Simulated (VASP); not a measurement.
Crystal: BN.

```
CELL_PARAMETERS angstrom
1.25112 0.72234 3.37293
-1.25112 0.72234 3.37293
0.00000 -1.44467 3.37293
ATOMIC_POSITIONS crystal
N 0.66724 0.66724 0.66724
B 0.00033 0.00033 0.00033
```

The cell is a database's computed one.

```yaml
Program: VASP 6.6.1
Task: relaxation of cell and atoms
Functional: PBE
Potentials_or_basis: VASP PAW PBE potentials, release 64 (N, B)
Cutoff: 600 eV
k_mesh: 12 × 12 × 12
Occupations: fermi-dirac, width 0.05 eV
Spin: no spin polarisation
```

At the start: pressure 3.5 GPa; volume 9.14 Å³/atom.

How do energy, volume and symmetry change on relaxing?

Over 9 steps the energy falls by 8.1 meV/atom and the volume is 10.41 Å³/atom (+13.9 %); space group R3m (No. 160, to 0.05 Å).

Step by step:
| step | energy change (eV) | largest force (eV/Å) | pressure (GPa) | volume (Å³) |
| --- | --- | --- | --- | --- |
| 1 | 0.0000 | 0.0031 | 3.50 | 18.29 |
| 2 | 0.0035 | 0.0005 | -4.39 | 18.82 |
| 3 | -0.0023 | 0.0017 | 0.31 | 18.49 |
| 4 | -0.0036 | 0.0015 | 0.30 | 18.59 |
| 5 | -0.0070 | 0.0001 | 0.37 | 18.90 |
| 6 | -0.0118 | 0.0064 | 0.53 | 19.50 |
| 7 | -0.0160 | 0.0274 | 0.85 | 20.71 |
| 8 | -0.0097 | 0.0546 | -4.39 | 21.43 |
| 9 | -0.0163 | 0.0128 | -0.10 | 20.83 |

Final structure:
```cif
data_structure
_symmetry_space_group_name_H-M 'P 1'
_symmetry_Int_Tables_number 1
_cell_length_a 4.0763
_cell_length_b 4.0763
_cell_length_c 4.0763
_cell_angle_alpha 35.903
_cell_angle_beta 35.903
_cell_angle_gamma 35.903
_cell_volume 20.83
loop_
_atom_site_label
_atom_site_type_symbol
_atom_site_fract_x
_atom_site_fract_y
_atom_site_fract_z
_atom_site_occupancy
N1 N 0.66710 0.66710 0.66710 1
B1 B 0.00047 0.00047 0.00047 1
```
